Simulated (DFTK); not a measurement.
MgO, 2 atoms in the cell. It takes space group Fm-3m (No. 225, cubic). Conventional cell: a = 4.194 Å, b = 4.194 Å, c = 4.194 Å, α = 90.00°, β = 90.00°, γ = 90.00°. Around Mg (site symmetry m-3m) lie 6 O at 2.10 Å. Around O (site symmetry m-3m) lie 6 Mg at 2.10 Å. The cell is a database's computed one.

```yaml
Program: DFTK 0.8.2
Task: single point
Functional: HSE06
Potentials_or_basis: SG15 1.2 (PBE)
Cutoff: 1225 eV
k_mesh: 2 × 2 × 2
Occupations: fermi-dirac, width 0.05 eV
Spin: no spin polarisation
Valence_electrons: Mg 10, O 6
SCF_tolerance_on_the_density: 1e-05
Symmetries_used: no
```

Potentials or basis: SG15 1.2 (PBE).

Run with:

```sh
$ julia --threads=1 run.jl  # save.jl only writes the numbers to a file and isn't shown; printed stress counts tension as positive; times include loading and compiling
```

Hardware: 1 thread of Intel(R) Xeon(R) Platinum 8375C CPU @ 2.90GHz (Ice Lake), on a shared host.

Task: How long does it take, and how much memory?

Result: Wall time 8 min on 1 thread of Intel(R) Xeon(R) Platinum 8375C CPU @ 2.90GHz (Ice Lake) (shared host), peak memory 1.6 GiB. Counts: scf iterations 8, k points 8, plane waves 1807, bands 13.
